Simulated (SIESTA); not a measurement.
# KCl under changes of volume

One of the cells (28.860 Å³/atom); the others are scaled copies at fixed shape and fractional positions:

```
K Cl
1.0
     3.86462    0.00000    0.00000
     0.00000    3.86462    0.00000
     0.00000    0.00000    3.86462
K Cl
1 1
Cartesian
  0.0000 0.0000 0.0000
  1.9323 1.9323 1.9323
```

Measurements of this composition are mostly on another form, of space group No. 225.

```yaml
Program: SIESTA 5.4.2
Functional: PBEsol
Potentials_or_basis: PseudoDojo 0.4 standard (PBEsol files)
Basis: DZP (energy shift 0.003 Ry; two zetas on semicore shells; d shell added on K)
Grid_cutoff: 800 Ry
Energy_shift: 0.003 Ry
k_mesh: 7 × 7 × 7
Occupations: fermi-dirac, width 0.05 eV
Spin: no spin polarisation
```

```tsv
volume (Å³/atom)	energy over the lowest point (meV/atom)	pressure (GPa)	gap on the mesh (eV)
26.596	0.00	-0.8	4.98
27.162	3.59	-1.2	4.88
27.728	8.55	-1.6	4.79
28.860	?	?	?
29.426	30.00	-2.4	4.54
29.991	38.88	-2.6	4.46
```

Task: What does the run at 28.860 Å³/atom give?

Result: Energy over the lowest point 21.89 meV/atom; pressure -2.2 GPa; gap on the mesh 4.62 eV.

Worked out: A Birch-Murnaghan fit of order 3 (a polynomial in V^(-2/3)) to the other rows has no minimum within the range. It gives 21.90 meV/atom at 28.860 Å³/atom, against the run's 21.89, and -dE/dV = -2.2 GPa, against -2.2. A straight line through the other rows of the gap, of slope -4.29 eV per unit of ln V, gives 4.62 eV, against the run's 4.62.

Energies are extrapolated to zero smearing.

Caveats: an odd mesh through Γ misses points on the zone boundary, where band edges often lie; the basis of atomic orbitals isn't converged, which shifts pressures, moduli and gaps.
